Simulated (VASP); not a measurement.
# Sn, self-consistent run: which settings are enough?

Sn, I4_1/amd (no. 141), 2 atoms in the cell. PBEsol; PAW potentials Sn_d (PBE set). VASP 6.6.1.

Wanted: energy within 0.2 meV/atom; Fermi level within 0.005 eV.

What the run is for: comparing ways to start; Accuracy asked: tight.

POSCAR:
```
Sn
1.0
   -2.9401404553      2.9401404553      1.5993019889
    2.9401404553     -2.9401404553      1.5993019889
    2.9401404553      2.9401404553     -1.5993019889
Sn
2
Direct
    0.0000000000      0.0000000000      0.0000000000
    0.7500000000      0.2500000000      0.5000000000
```

## How the run starts (with a second run first, the time holds both)

| How the run starts (with a second run first, the time holds both) | Energy less reference (meV/atom) | Fermi level (eV) | Time (s) |
|---|---|---|---|
| from scratch: 10 SCF iterations | 0.00 | 7.5731 | 72 |
| density of a coarse mesh (ICHARG 1): 10 + 9 SCF iterations | 0.00 | 7.5730 | 89 |
| orbitals of a lower cutoff (ISTART 1): 10 + 6 SCF iterations | 0.00 | 7.5731 | 105 |
| orbitals of a loose run: 8 + 2 SCF iterations | 0.00 | 7.5731 | 68 |

Chosen: from scratch: 10 SCF iterations; no other choice that stays within half of the tolerance saves 30 % of the time.

The chosen settings are those of the reference run.

## The input

INCAR:
```
GGA      = PS             # functional
ISMEAR   = 1              # smearing method
SIGMA    = 0.1            # smearing width, eV
LWAVE    = False          # write WAVECAR
LCHARG   = False          # write CHGCAR
ISIF     = 2              # what is computed and relaxed
PREC     = Accurate       # precision mode
LASPH    = True           # aspherical terms in the spheres
LREAL    = False          # projectors in reciprocal space
ALGO     = Normal         # electronic algorithm
EDIFF    = 1E-6           # SCF threshold, eV
NELM     = 120            # most SCF steps
GGA_COMPAT= False        
ENCUT    = 400            # plane-wave cutoff, eV
```

KPOINTS:
```
k-points
0
Gamma
  12 12 12
```

Commands:
```
cat potpaw_PBE.64/Sn_d/POTCAR > POTCAR
mpirun -np 1 vasp_std > vasp.out
```

The chosen input took VASP 6.6.1 72 s on 1 core (AMD EPYC 7R43 (Zen 3)), a shared host.

## An input that fails: restart asked without its files

VASP's message: ERROR: charge density could not be read from file CHGCAR for ICHARG>10.

Changes against the starting input:
```
- NELM = 120
+ NELM = 60
+ ICHARG = 11
```
